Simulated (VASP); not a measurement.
Input of a VASP 6.6.1 run:

File INCAR:

```
PREC = Accurate
ENCUT = 520
EDIFF = 1E-6
ISMEAR = -1
SIGMA = 0.05
LREAL = Auto
LASPH = True
NELM = 100
ALGO = Normal
ISIF = 2
LWAVE = False
LCHARG = False
GGA = PE
NBANDS = 56
```

File KPOINTS:

```
regular mesh
0
Gamma
  1 1 1
```

Contents of POSCAR:

```
H19NO8
1.0
    6.5343350000      0.0000000000      0.0000000000
    0.0000000000      6.5343350000      0.0000000000
    0.0000000000      0.0000000000      6.5343350000
O H N
8 19 1
Direct
   -0.0680558925      0.2279803530      1.2131150301
    0.6466304528      0.8079016457      0.6950822081
    0.9278373392      0.5178491767      0.5818189609
    0.3464162765      0.6484975135      0.4195836302
    0.7807221393      0.8670354367      0.1208998314
    0.5752689447      0.4207926285      0.1215119825
    0.4546751888      0.2411262967      0.7058101551
    0.1788246241      1.0163390766      0.5037697027
    0.0245931682      0.3226342084      1.1300920446
   -0.0846910971      0.1108452505      1.1346066585
    0.6321224731      0.9514051545      0.6600824720
    0.7577970826      0.7391876909      0.6189000105
    1.0545219980      0.5867161693      0.5499718028
    0.9052948770      0.4031320708      0.4903788985
    0.4565269457      0.6923887435      0.5116205398
    0.4104166683      0.5497881575      0.3176451774
    0.6812169869      0.8361677202      0.2219200577
    0.7126203355      0.8292045021     -0.0048359933
    0.5327244471      0.3682853726     -0.0132224626
    0.7027340961      0.3525224832      0.1470386811
    0.4461050742      0.3550323024      0.6005354791
    0.3677650442      0.1409324744      0.6253735078
    0.0894046602      1.0857570051      0.4062387374
    0.2276895813      0.9021116915      0.4279394919
    0.2618323058      0.5510583709      0.9659590456
    0.0439524450      0.5085138733      0.8638828588
    0.0628373048      0.6639696312      1.0737435408
    0.1111819336      0.5342089134      0.9997191757
```

Potentials or basis: VASP PAW PBE potentials, release 64 (O, H, N).

Launch:

```sh
$ cat potpaw_PBE.64/O/POTCAR potpaw_PBE.64/H/POTCAR potpaw_PBE.64/N/POTCAR > POTCAR
$ mpirun -np 1 vasp_gam > vasp.out
```

Question: What does it give for the pressure?

Answer: 1.7 GPa.

Question: Estimate the band gap on the k mesh.

Answer: 4.24 eV, direct.

Question: Predict the largest force.

Answer: 3.182 eV/Å.

Stress tensor (GPa, compression positive):
```
2.44 0.12 0.56
0.12 1.97 0.35
0.56 0.35 0.80
```

Expect the measured gap to be larger: semilocal functionals such as PBE lack the derivative discontinuity.
